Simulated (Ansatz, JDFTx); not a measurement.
This is a calculation of CaO for Ansatz 0.2.0. The cell is a database's computed one, not the measured one.

input.yaml

```yaml
crystal:
  lattice:
    - [0.0, 2.403555696, 2.403555696]
    - [2.403555696, 0.0, 2.403555696]
    - [2.403555696, 2.403555696, 0.0]
  atoms:
    - { symbol: Ca, position: [0.0, 0.0, 0.0] }
    - { symbol: O, position: [0.5, 0.5, 0.5] }
kpoints:
  mp_grid: { grid: [10, 10, 10] }
scf:
  occupations: { method: gaussian, width: 0.05 }
hamiltonian:
  xc: pbesol
  pseudopotentials: { kind: all_electron, lapw: { basis_error: 0.001 } }
output:
  forces: true
  stress: true
  eigenvalues: true
```

Potentials or basis: all-electron LAPW, scalar-relativistic.

The run is started by

```sh
$ ansatz run input.yaml --threads 1 --pin off --max-ram 3072MiB --backend cpu --events-out ev --progress --plain --runs-dir out
```

Question: Translate it to JDFTx 1.7.0 (patched build). Potentials or basis there: PseudoDojo-SR-PBEsol-0.4.1-standard with smoothed tails, cutoff 1143 eV.

Answer: As run (cutoffs and basis follow the program's own potentials, and thresholds, step limits or extra output files can differ):

CaO.in

```
lattice \
    0.0000000000     4.5420619907     4.5420619907 \
    4.5420619907     0.0000000000     4.5420619907 \
    4.5420619907     4.5420619907     0.0000000000
coords-type Lattice
ion Ca     0.0000000000     0.0000000000     0.0000000000 1
ion O      0.5000000000     0.5000000000     0.5000000000 1

ion-species pseudo/Ca.upf
ion-species pseudo/O.upf
elec-cutoff 42 336
elec-ex-corr gga-PBEsol
kpoint-folding 10 10 10
elec-smearing Gauss 0.00091873305
elec-n-bands 14
electronic-SCF nIterations 100 energyDiffThreshold 1e-09
electronic-minimize nIterations 30 energyDiffThreshold 1e-7
converge-empty-states yes
forces-output-coords Cartesian

dump-name run.$VAR
dump End Ecomponents EigStats BandEigs Kpoints Forces Stress
```

Potentials or basis: PseudoDojo-SR-PBEsol-0.4.1-standard with smoothed tails.

Command:

```bash
$ jdftx -c 1 -i CaO.in -o CaO.out
```

Both were run:

|  | Ansatz | JDFTx |
| --- | --- | --- |
| Pressure | -2.7 GPa | -3.0 GPa |

Where Ansatz's input types no cutoff or centring, it takes its own default and a Γ-centred mesh.

Pressure is positive in compression.
